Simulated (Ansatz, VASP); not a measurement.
AlNi in VASP and in Ansatz

```
Al Ni
1.0
     2.88100    0.00000    0.00000
     0.00000    2.88100    0.00000
     0.00000    0.00000    2.88100
Al Ni
1 1
Cartesian
  0.0000 0.0000 0.0000
  1.4405 1.4405 1.4405
```

Alike in both runs: task relaxation of cell and atoms; functional LDA; k mesh 8 × 8 × 8; occupations gaussian, width 0.1 eV; no spin polarisation.

|  | VASP | Ansatz |
| --- | --- | --- |
| version | VASP 6.6.1 | Ansatz 0.2.0 |
| potentials or method | VASP PAW LDA potentials, release 64 (Al, Ni) | scalar-relativistic, plane waves, PAW |
| plane-wave cutoff (eV) | 600 | 420 |
| valence electrons in the cell | 13 | 21 |

Ansatz gave:

| Quantity | Value |
| --- | --- |
| gap on the k mesh at the Fermi level, each at its own relaxed structure (eV) | none |
| relaxed volume (Å³/atom) | 11.36 |
| relaxed cell length with the largest relative difference (Å) | 2.832 |
| energy change over the relaxation (meV/atom) | -16 |

Estimate VASP's values.

gap on the k mesh at the Fermi level, each at its own relaxed structure (eV): none; relaxed volume (Å³/atom): 11.39; relaxed cell length with the largest relative difference (Å): 2.835; energy change over the relaxation (meV/atom): -15.

A gap of «none» marks a metal or a gap that the smearing closes. The two sets of potentials don't hold the same shells in valence.

 Zero-point motion and thermal expansion aren't in these numbers. Spin polarisation is off, so any magnetic state and its effect on volume and gap are missing.
